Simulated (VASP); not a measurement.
Crystal: CdO (Monteponite).

```
CELL_PARAMETERS angstrom
0.00000 2.34765 2.34765
2.34765 0.00000 2.34765
2.34765 2.34765 0.00000
ATOMIC_POSITIONS crystal
Cd 0.00000 0.00000 0.00000
O 0.50000 0.50000 0.50000
```

Base run:

```yaml
Program: VASP 6.6.1
Functional: PBEsol
Potentials_or_basis: VASP PAW PBE potentials, release 64 (Cd, O)
Cutoff: 520 eV
k_mesh: 8 × 8 × 8
Occupations: gaussian, width 0.02 eV
Spin: no spin polarisation
```

Its results: pressure 1.1 GPa.

The run is repeated on the same cell with these changes: functional from PBEsol to r2SCAN; further incar settings from ALGO = Normal; EDIFF = 1e-07 to ALGO = Normal; EDIFF = 1e-06; NBANDS = 16. What comes out?

Pressure 2.9 GPa.

Caveats: the PAW data sets were made with another functional, which shifts forces and pressure a little.
